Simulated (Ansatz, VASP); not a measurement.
**BaTiO3: VASP beside Ansatz**

```
Ba Ti O
1.0
     2.84826    1.64444    2.33556
    -2.84826    1.64444    2.33556
     0.00000   -3.28888    2.33556
Ba Ti O
1 1 3
Direct
  0.00015 0.00015 0.00015
  0.51334 0.51334 0.51334
  0.48895 0.97972 0.48895
  0.48895 0.48895 0.97972
  0.97972 0.48895 0.48895
```

Alike in both runs: task electric field gradients; functional r2SCAN; k mesh 6 × 6 × 6; occupations fermi-dirac, width 0.01 eV; no spin polarisation.

|  | VASP | Ansatz |
| --- | --- | --- |
| version | VASP 6.6.1 | Ansatz 0.2.0 |
| potentials or method | VASP PAW PBE potentials, release 64 (Ba_sv, Ti_sv, O) | PAW with Ansatz's default frozen-core files, scalar-relativistic |
| plane-wave cutoff (eV) | 520 | 500 |
| valence electrons in the cell | 40 | 40 |

```tsv
	VASP	Ansatz	Ansatz less VASP
gap on the k mesh at the Fermi level (eV)	2.73	2.75	+0.019
pressure (GPa)	0.1	-1.8	-1.87
largest component of the traceless stress (GPa)	0.04	0.13	+0.086
rms of the force components (eV/Å)	0.009	0.068	+0.0592
Vzz of the field gradient on the site that differs most (V/Å²)	25.9	26.3	+0.43
```

Atom by atom the forces differ by 0.059 eV/Å (rms over components). Ansatz warned: «gradients_without_spin_orbit».

Caveats: the PAW data sets were made with another functional, which shifts forces and pressure a little (VASP); spin-orbit coupling is left out, which moves the levels of the heavy elements. r2SCAN opens gaps a little over a GGA but as a rule still falls short of measured ones. A k mesh can miss the band edges.
